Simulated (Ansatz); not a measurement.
CoO:

```
CELL_PARAMETERS angstrom
-1.50800 1.50800 2.10725
1.50800 -1.50800 2.10725
1.50800 1.50800 -2.10725
ATOMIC_POSITIONS crystal
Co 0.00000 0.00000 0.00000
O 0.50000 0.50000 0.00000
```

Alike in all runs: program Ansatz 0.2.0; functional PBE; potentials or basis Ansatz PAW; cutoff 420 eV (not typed: the program's choice for these potentials); k mesh 12 × 12 × 12; occupations fermi-dirac, width 0.05 eV.

Starts and where they ended:

```tsv
start	free energy over the lowest (meV/atom)	net moment (μB)	site or absolute moments (μB)	gap
collinear spin, ferromagnetic start of up to 3.5 μB	0.0	2.92	Co +2.48; O +0.32	none (metal or under the smearing width)
collinear spin, ferromagnetic start of up to 2 μB	0.0	2.92	Co +2.48; O +0.32	none (metal or under the smearing width)
no spin polarisation	239.8	-	-	none (metal or under the smearing width)
collinear spin, random start of up to 1.71 μB	0.0	2.92	Co +2.48; O +0.32	none (metal or under the smearing width)
```

Allowing spin polarisation gains 240 meV/atom. A still lower state may exist.

Caveats: semilocal functionals often make such compounds metallic where correlation or magnetic order opens a gap, which also shifts bond lengths; a cell with one magnetic atom can't hold antiferromagnetic order, which such compounds often take (some runs); an odd number of electrons without spin polarisation forces a metal (some runs); a magnetic or distorted state may lie lower (some runs).
